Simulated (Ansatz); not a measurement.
A first try at an equation of state with a fit of Ge, space group Cmmm, using Ansatz 0.2.0 through its Python package.

The cells in order, each with its output:

```python
import ansatz as az
import numpy as np

ECUT = 420
WIDTH_EV = 0.15
KGRID = (12, 12, 11)
```

```python
VECTORS = np.array([
    [1.39715, -2.60052, 0.0],
    [1.39715, 2.60052, 0.0],
    [0.0, 0.0, 2.69823],
])
SITES = [
    ("Ge", (0.5, 0.5, 0.0)),
]
```

```python
def on_lattice(cell):
    crystal = az.Crystal(lattice=az.Lattice.of(cell))
    for symbol, position in SITES:
        crystal = crystal.atom(symbol, position)
    return crystal

volumes, energies = [], []
for scale in np.linspace(0.88, 1.12, 7):
    cell = VECTORS * scale ** (1 / 3)
    base = (
        on_lattice(cell).calculation()
        .functional(az.Functional.PBESOL)
        .basis(ECUT)
        .occupations(az.OccupationsMethod.FERMI_DIRAC, width=WIDTH_EV)
        .pseudopotentials("uspp")
        .kpoints(*KGRID)
    )
    r = base.run(threads=1).report
    volumes.append(abs(np.linalg.det(cell)) / len(SITES))
    energies.append(r["free_energy_ev"] / len(SITES))
    print(f"V = {volumes[-1]:8.4f} A^3/atom  F = {energies[-1]:.5f} eV/atom")
```

    Traceback (most recent call last):
      File "<cell 3>", line 15, in <module>
        .pseudopotentials("uspp")
         ~~~~~~~~~~~~~~~~^^^^^^^^
      ...
    ansatz.errors.InputError: .pseudopotentials('uspp'): not one of nc, nc_fr, paw, paw_fr, all_electron  [hamiltonian.pseudopotentials.kind]

What is wrong, and how is it mended?

The fault: that kind of potential isn't served. The correction:

```diff
--- before
+++ after
@@
         .occupations(az.OccupationsMethod.FERMI_DIRAC, width=WIDTH_EV)
-        .pseudopotentials("uspp")
         .kpoints(*KGRID)
```

Run as a notebook:

(earlier cells as before)

```python
def on_lattice(cell):
    crystal = az.Crystal(lattice=az.Lattice.of(cell))
    for symbol, position in SITES:
        crystal = crystal.atom(symbol, position)
    return crystal

volumes, energies = [], []
for scale in np.linspace(0.88, 1.12, 7):
    cell = VECTORS * scale ** (1 / 3)
    base = (
        on_lattice(cell).calculation()
        .functional(az.Functional.PBESOL)
        .basis(ECUT)
        .occupations(az.OccupationsMethod.FERMI_DIRAC, width=WIDTH_EV)
        .kpoints(*KGRID)
    )
    r = base.run(threads=1).report
    volumes.append(abs(np.linalg.det(cell)) / len(SITES))
    energies.append(r["free_energy_ev"] / len(SITES))
    print(f"V = {volumes[-1]:8.4f} A^3/atom  F = {energies[-1]:.5f} eV/atom")
```

    V =  17.2542 A^3/atom  F = -4253.30241 eV/atom
    V =  18.0385 A^3/atom  F = -4253.32143 eV/atom
    V =  18.8228 A^3/atom  F = -4253.32210 eV/atom
    V =  19.6070 A^3/atom  F = -4253.30832 eV/atom
    V =  20.3913 A^3/atom  F = -4253.28320 eV/atom
    V =  21.1756 A^3/atom  F = -4253.24918 eV/atom
    V =  21.9599 A^3/atom  F = -4253.20816 eV/atom

```python
x = np.array(volumes) ** (-2 / 3)
poly = np.polynomial.Polynomial.fit(x, energies, 3).convert()
roots = poly.deriv().roots()
x0 = min((r.real for r in roots if abs(r.imag) < 1e-9 and poly.deriv(2)(r.real) > 0), key=lambda r: abs(r - x.mean()))
v0 = x0 ** -1.5
b0 = 4 / 9 * poly.deriv(2)(x0) * v0 ** (-7 / 3) * 160.21766
b1 = 4 + 2 / 3 * x0 * poly.deriv(3)(x0) / poly.deriv(2)(x0)
print(f"V0 = {v0:.4f} A^3/atom, B0 = {b0:.1f} GPa, dB/dP = {b1:.2f}")
```

    V0 = 18.4549 A^3/atom, B0 = 77.3 GPa, dB/dP = 4.66

Notes:
- Total energies depend on the potentials; only differences at equal settings carry meaning.
- Shape and fractional positions are held along the curve, so the bulk modulus is an upper value where they are free to relax, by a factor of two or more in layered or hydrogen-bonded cells.
- The mesh is modest for a metal, so energies can be off by several to tens of meV an atom and pressures by half a GPa or more; differences at equal mesh fare better.
- The smearing is wide enough that free energy and stress hold a thermal part of the electrons.
- This isn't the structure that Ge takes at ambient conditions.
- It ran for 25 s on 1 thread of Intel(R) Xeon(R) Platinum 8259CL CPU @ 2.50GHz (Skylake/Cascade Lake), with other jobs on the host, peak memory 0.42 GiB.
